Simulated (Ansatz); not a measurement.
Working through a comparison of functionals at one structure of CdSe, space group F-43m

Program: the Python package of Ansatz (0.2.0).

Notebook, run cell by cell (the value of a cell's last expression is shown):

In [1]:
```python
import warnings

import ansatz as az
```

In [2]:
```python
warnings.simplefilter("ignore", az.DeckWarning)
```

In [3]:
```python
cdse = (
    az.Lattice.from_parameters(4.342019, 4.342019, 4.342019, alpha=60.0, beta=60.0, gamma=60.0)
    .atom("Cd", [0.0, 0.0, 0.0])
    .atom("Se", [0.75, 0.75, 0.75])
)
```

In [4]:
```python
[site.symbol for site in cdse.resolved().sites]
```
Out [4]:
```text
['Cd', 'Se']
```

In [5]:
```python
calculation = cdse.calculation().kpoints(6).occupations("Fixed").pseudopotentials("paw").stress().band_table()
```

In [6]:
```python
rows = []
for value in ["pbesol", "revpbe", "rpbe"]:
    rep = calculation.functional(value).run(threads=1).report
    rows.append((value, rep["free_energy_ev"] / len(rep["lattice"]["sites"]), rep["n_iterations"], sum(rep["stress_gpa"][i][i] for i in range(3)) / 3, rep["gap_by_band_count_ev"], rep["n_kpoints"]))
```

In [7]:
```python
print("  functional   F/atom (eV)    iterations       P (GPa)  gap by band count (eV)      k-points")
for row in rows:
    print(f"{str(row[0]):>12s}  {row[1]:12.5f}  {row[2]:12d}  {row[3]:12.3f}  {row[4]:22.3f}  {row[5]:12d}")
```
```text
  functional   F/atom (eV)    iterations       P (GPa)  gap by band count (eV)      k-points
      pbesol   -6804.69868             6        -1.394                   0.423            16
      revpbe   -6867.49571             6         2.687                   0.680            16
        rpbe   -6869.55719             6         3.200                   0.726            16
```

From lowest to highest: PBEsol (-1.4 GPa), revPBE (2.7 GPa) and RPBE (3.2 GPa). At a fixed cell a lower pressure usually means a smaller equilibrium volume, so PBEsol prefers the smallest cell and RPBE the largest. Gaps by band count in the reports: PBEsol 0.42 eV, revPBE 0.68 eV and RPBE 0.73 eV (Kohn-Sham values on this mesh, as a rule under measured gaps).

What to keep in mind:
- Semilocal gaps usually lie well under measured ones.
- Pressure is positive in compression.
- This cell is a computed structure, which may not be the phase found in nature.
- Gaps and levels are Kohn-Sham values on a finite set of k-points, without spin-orbit coupling.
- Total energies of different functionals can't be compared; pressures, moments and gaps at this one structure can.
- Finished in 5.1 s on 1 thread of Arm Neoverse V2, with other jobs on the host, peak memory 0.37 GiB.
